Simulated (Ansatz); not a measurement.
A vibration from a frozen displacement in TiO2

Method: Ansatz 0.2.0, DFT r2SCAN, scalar-relativistic, plane waves, PAW. Settings: plane waves to 500 eV, k-mesh 6×6×4 (Γ-centred), Gaussian smearing 0.05 eV. No spin polarisation. Energies are free energies at this smearing, counted from the undisturbed cell; pressure is positive in compression.

Zero of the scan (relaxed at this level; this form isn't the usual structure):

```
CELL_PARAMETERS angstrom
5.56199 0.00000 0.00000
-2.78099 4.81682 0.00000
0.00000 0.00000 6.06023
ATOMIC_POSITIONS crystal
Ti 0.46617 0.00000 0.33333
Ti 0.00000 0.46617 0.66667
Ti 0.53383 0.53383 0.00000
O 0.41894 0.27174 0.21360
O 0.72826 0.14720 0.54693
O 0.85280 0.58106 0.88027
O 0.27174 0.41894 0.78640
O 0.14720 0.72826 0.45307
O 0.58106 0.85280 0.11973
```

Atom 4 (O) is moved by x along the Cartesian unit vector (0.707, 0.707, 0.000); the cell and all other atoms stay fixed. The cell's volume is 162.36 Å³; the moved atoms weigh 15.999 u together and the others 223.596 u.

| x (Å) | ΔE (meV/cell) | total force on the moved atoms along the move (eV/Å) | pressure (GPa) |
| --- | --- | --- | --- |
| -0.1000 | 33.35 | 0.6669 | -0.5734 |
| -0.0600 | 11.98 | 0.4007 | -0.3399 |
| 0.0000 | 0.00 | -0.0017 | 0.0105 |
| 0.0400 | 5.44 | -0.2705 | 0.2434 |
| 0.0800 | 21.62 | -0.5378 | 0.4748 |

What frequency belongs to this motion?

The force constant is k = −dF/dx = 6.714 eV/Å², from the parabola through x = -0.0600, 0 and 0.0400. In every cell the moved atoms swing against the rest, so the mass is μ = m₁m₂/(m₁ + m₂) = 14.931 u, and ν̃ = 521.5 cm⁻¹ × √(|k|/μ) = 350 cm⁻¹. The pattern needn't be a normal mode: ν̃² is then a weighted mean of the squared nonzero frequencies at the zone centre of this cell, taken without macroscopic field, so it lies between the lowest and the highest of them.

How far does the harmonic law reach?

At x = -0.100 Å, kx²/2 = 33.57 meV against the computed 33.35 meV (-0.7 %): the well is still close to harmonic there.